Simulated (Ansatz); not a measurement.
**BP in Ansatz: the effect of functional**

Crystal: BP.

```xyz
2
Lattice="0.0000 2.2690 2.2690 2.2690 0.0000 2.2690 2.2690 2.2690 0.0000" Properties=species:S:1:pos:R:3 pbc="T T T"
P     3.4035    3.4035    3.4035
B     0.0000    0.0000    0.0000
```

Alike in all runs:

| Property | Result |
| --- | --- |
| Program | Ansatz 0.2.0 |
| Task | single point |
| Potentials or basis | all-electron PAW datasets made for the crystal |
| k mesh | 8 × 8 × 8 |
| Occupations | fermi-dirac, width 0.05 eV |
| Spin | no spin polarisation |

```csv
functional,cutoff,gap on the mesh (eV),pressure (GPa)
PBEsol,280 eV (chosen from the basis error),1.17,-2.0
HSE06,310 eV (chosen from the basis error),2.00,-1.7
PBE0,310 eV (chosen from the basis error),?,?
```

What does the run with functional PBE0 give?

gap on the mesh 2.69 eV; pressure -1.8 GPa.

A k mesh can miss the band edges.
